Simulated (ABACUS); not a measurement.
Crystal: Al.

```xyz
1
Lattice="0.0000 2.0248 2.0248 2.0248 0.0000 2.0248 2.0248 2.0248 0.0000" Properties=species:S:1:pos:R:3 pbc="T T T"
Al    0.0000    0.0000    0.0000
```

```yaml
Program: ABACUS 3.10.1
Task: relaxation of cell and atoms
Functional: rSCAN
Potentials_or_basis: SG15 ONCV 1.2 PBE
Cutoff: 939 eV
Density_cutoff: 3755 eV
Basis: plane waves
k_mesh: 7 × 7 × 7
Occupations: fermi-dirac, width 0.05 eV
Spin: no spin polarisation
```

At the start: pressure -5.7 GPa; volume 16.60 Å³/atom.

Task: Where does the relaxation end?

Result: Over 3 steps the energy falls by 18.8 meV/atom and the volume is 15.61 Å³/atom (-6.0 %); space group Fm-3m (No. 225, to 0.05 Å).

The path:
```csv
step,energy change (eV),largest force (eV/Å),pressure (GPa),volume (Å³)
1,0.0000,0.0000,-5.74,16.60
2,-0.0143,0.0000,3.28,15.16
3,-0.0188,0.0000,0.00,15.61
```

Final structure:
```
Al
1.0
     0.00000    1.98368    1.98368
     1.98368    0.00000    1.98368
     1.98368    1.98368    0.00000
Al
1
Direct
  0.00000 0.00000 0.00000
```

Caveat: the k mesh is coarse (spacing up to 0.38 Å⁻¹), so the values aren't converged; the potentials were made for another functional, which shifts forces and pressure.
